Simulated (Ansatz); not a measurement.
Method: DFT PBE, scalar-relativistic, plane waves, PAW (Ansatz). Several structures of In₃Sb₂As were relaxed, and the powder pattern of one of them was computed from 10° to 70° in 2θ (λ = 1.5406 Å; lines under 1 % are left out).

Cu Kα1 powder pattern (kinematic, no thermal factors).
```csv
2θ (°),relative intensity
13.21,3
15.82,2
16.12,9
20.84,6
21.32,67
22.56,71
23.83,23
24.42,58
25.01,41
25.65,52
26.61,8
27.54,79
29.31,30
29.57,12
29.89,55
30.41,5
30.48,8
31.48,6
31.96,7
32.58,100
32.65,2
33.52,18
34.99,52
35.38,79
36.28,67
36.52,7
36.98,5
38.48,45
39.48,5
39.62,3
40.51,2
40.93,48
41.55,5
41.86,47
42.25,56
42.41,3
42.55,14
42.94,4
43.42,30
43.51,38
43.88,6
44.06,1
44.25,57
44.50,57
44.96,9
45.31,3
45.69,7
45.72,1
46.05,4
46.17,3
48.46,12
48.70,3
48.77,6
48.78,11
49.56,3
50.02,9
50.14,2
50.31,21
50.35,2
50.90,2
51.31,4
51.37,2
52.71,3
52.90,3
52.93,8
53.02,1
54.45,12
54.81,5
55.45,2
55.54,8
55.60,1
56.13,12
56.38,17
56.71,1
56.88,6
57.31,2
57.61,15
57.67,2
58.78,2
58.90,4
59.34,2
59.51,3
60.21,7
60.27,2
60.41,2
60.74,2
60.79,5
61.04,2
61.04,4
61.05,4
61.38,10
61.79,2
61.87,4
62.11,7
62.14,2
62.61,13
62.63,15
62.88,11
62.91,2
63.27,1
63.38,2
63.47,1
64.01,2
64.10,1
64.26,1
64.32,2
64.52,2
64.95,10
65.28,2
65.61,2
65.63,1
65.71,10
65.72,1
66.12,2
66.48,16
66.82,1
66.83,2
66.90,6
67.40,11
67.63,2
67.84,15
68.25,2
68.60,5
68.77,13
68.81,2
68.87,1
69.07,2
69.65,6
69.79,2
```

Problem. Which structure gives it?
A. Space group P6_3mc (No. 186), hexagonal, a = 4.578 Å, c = 22.590 Å. Around In on its first site lie 1 As at 2.69 Å and 3 Sb at 2.84 Å; Sb on its first site has 4 In at 2.84–2.87 Å; around As lie 4 In at 2.69–2.76 Å; 3 more sites not described.
B. Space group P3m1 (No. 156), trigonal, a = 4.194 Å, c = 11.376 Å. Around In on its first site lie 3 As at 3.06 Å, 3 Sb at 3.06 Å and 1 In at 3.64 Å; Sb on its first site has 3 As at 2.86 Å and 3 In at 3.30 Å; As is surrounded by 3 Sb at 2.86 Å and 3 In at 3.06 Å; 3 more sites not described.
C. Space group P1 (No. 1), triclinic, a = 4.559 Å, b = 6.498 Å, c = 7.305 Å, α = 66.8°, β = 86.1°, γ = 69.6°. Around In on its first site lie 1 As at 2.84 Å, 3 Sb at 2.95–3.03 Å and 1 In at 3.28 Å; around Sb on its first site lie 4 In at 2.96–3.03 Å and 1 Sb at 2.98 Å; As is surrounded by 4 In at 2.80–2.89 Å and 1 Sb at 2.84 Å; 3 more sites not described.
D. Space group Cmm2 (No. 35), orthorhombic, a = 6.438 Å, b = 6.443 Å, c = 8.302 Å. In on a site of symmetry m has 1 As at 2.67 Å, 1 In at 2.87 Å, 2 Sb at 3.10 Å and 3 In at 3.24–3.30 Å; Sb has 2 In at 3.10 Å, 4 Sb at 3.22 Å and 2 In at 3.52 Å; As has 2 In at 2.67 Å and 4 In at 3.37 Å; 1 more site not described.

Solution. C. Its strongest line, at 2θ = 32.58°, has d = λ/(2 sin θ) = 2.746 Å and is the (0 2 2) reflection of the conventional P1 cell with a = 4.559 Å, b = 6.498 Å, c = 7.305 Å, α = 66.8°, β = 86.1°, γ = 69.6°. The others have their strongest lines at 22.4° (A); 29.1° (B); 29.7° (D).

The cells needn't be stable.
